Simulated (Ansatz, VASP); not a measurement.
# Mo: VASP beside Ansatz

```
CELL_PARAMETERS angstrom
-1.55546 1.55546 1.55546
1.55546 -1.55546 1.55546
1.55546 1.55546 -1.55546
ATOMIC_POSITIONS crystal
Mo 0.00000 0.00000 0.00000
```

Alike in both runs: functional LDA; k mesh 16 × 16 × 16; occupations gaussian, width 0.1 eV; no spin polarisation.

Ansatz relaxed the structure, and its values are those at the end. VASP's run is a single point on that final structure, the one shown.

```csv
,VASP,Ansatz
version,VASP 6.6.1,Ansatz 0.2.0
potentials or method,"VASP PAW LDA potentials, release 64 (Mo_sv)","scalar-relativistic, plane waves, PAW"
plane-wave cutoff (eV),520,600
valence electrons in the cell,14,14
```

```tsv
	VASP	Ansatz	Ansatz less VASP
gap on the k mesh at the Fermi level (eV)	none	none	-
pressure (GPa)	1.2	0.0	-1.16
```

A gap of «none» marks a metal or a gap that the smearing closes. Ansatz warned: «pseudo_functional_mismatch».
